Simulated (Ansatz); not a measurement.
# Understanding GaP from first principles

**What was measured.** A cell as deposited of cubic GaP (space group F-43m), temperature not stated, from the Crystallography Open Database (1963), has a = 5.450 Å and 20.24 Å³/atom.

From “Stacking defects in GaP nanowires: Electronic structure and optical properties”, 2018, arxiv:1810.01194, for a bulk crystal of GaP at 10 K: band gap 2.34 eV (indirect).

The computed numbers are results of r²SCAN, scalar-relativistic (no spin polarisation) in the plane-wave PAW code Ansatz at 500 eV, 8×8×8 k-mesh, Gaussian smearing of 0.05 eV; PAW files: Ansatz's generated set soft_2.

The chain of runs began from a cell as deposited in COD, expanded in volume.

The relaxed structure (symmetry read at 0.01 Å). Symmetry: F-43m, No. 216, cubic system. Conventional cell: a = 5.451 Å, b = 5.451 Å, c = 5.451 Å, α = 90.00°, β = 90.00°, γ = 90.00°. Ga (site symmetry -43m) is surrounded by 4 P at 2.36 Å. P (site symmetry -43m) has 4 Ga at 2.36 Å as nearest neighbours. (Shells end 15 % past the nearest neighbour.)

Results at this level of theory:

* Volume: 20.25 Å³/atom
* Band gap: 1.84 eV (band path included; the mesh alone gives 1.90 eV)
* Smallest direct gap: 2.36 eV
* Bader charges: Ga 0.91; P -0.91 e
* Formation energy from the elements (0 K, uncorrected): -0.53 eV/atom

Formal charges Ga³⁺, P³⁻ balance and leave closed shells on every ion, so a band insulator is expected, and the gap is 1.84 eV.

It is indirect: 1.84 eV, against 2.36 eV for the smallest direct gap. Within 0.6 eV of the edges the projected states are 82 % P 3p at the top of the valence band and 42 % Ga 4p at the bottom of the conduction band. The conduction edge mixes several shells, so no single label fits the gap.

Question: How ionic is it?

Answer: Bader charges against formal ones: Ga +0.91 (+3), P −0.91 (−3). The cations give up 30 % of the formal charge; Bader charges stay under formal ones because the anions' density reaches into the cations' basins, the more so the higher the formal charge and the softer the anion.

**Against experiment.** r²SCAN gives 5.451 Å and 20.25 Å³/atom, +0.1 % in volume (+0.0 % in length) from the database's cell. Agreement this close is partly luck: the calculation is for a static lattice, the crystal has zero-point motion and thermal expansion. Against the measured gap of GaP, 2.34 eV (indirect; 10 K; quoted in “Stacking defects in GaP nanowires: Electronic structure and optical properties”, 2018, arxiv:1810.01194), the calculated 1.84 eV is off by -0.50 eV. Kohn–Sham gaps of semilocal functionals mostly fall below measured ones. Temperature and excitons aren't in the calculation.

Semilocal functionals underestimate band gaps, commonly by a third or more.
